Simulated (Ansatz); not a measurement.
**C: moving C off its site**

C, P6_3/mmc, a = 2.499 Å, c = 4.161 Å. Ansatz: PBEsol, PAW, 420 eV, Γ-centred 12×12×6 mesh on 4 atoms, Gaussian smearing 0.05 eV; no spin polarisation.

```xyz
4
Lattice="2.4988 0.0000 0.0000 -1.2494 2.1640 0.0000 0.0000 0.0000 4.1608" Properties=species:S:1:pos:R:3 pbc="T T T"
C     0.0000    1.4427    0.2613
C     1.2494    0.7213    2.3417
C     0.0000    1.4427    1.8191
C     1.2494    0.7213    3.8995
```

Atom 1 (C) moves by x along the unit vector (-0.500, -0.866, 0.000), with its periodic images; all else is held. y is the free energy of the cell over the start, F the force along the path summed over the moved atoms. Symmetry makes y even in x.

```tsv
x (Å)	y (meV)	F (eV/Å)
-0.1000	?	?
-0.0500	47.3	1.89
0.0000	0.0	0.00
0.0125	3.0	-0.47
0.0250	11.8	-0.95
0.0375	26.6	-1.42
0.0625	74.0	-2.37
0.0750	106.5	-2.84
0.0875	144.9	-3.31
```

Task: Fit y = c2 x² + c4 x⁴ to the energies of the other rows, give the force constant, and predict energy and force of the missing row.

Result: Least squares on the rows shown. y = 18938 x² − 1337.3 x⁴. The force constant is 2 c2 = 37.9 eV/Å² (for all images moving together, not for a lone atom). The force −dy/dx at the missing row is 3.78 eV/Å (computed 3.78). At x = -0.1000 the fit asked for gives 189.2 meV. The run gave 189.2 meV, the same to the digits shown.

Cost: 9 runs of about 1.5 core-minutes in all, on Intel Xeon Platinum 8259CL (Skylake/Cascade Lake) (shared hosts).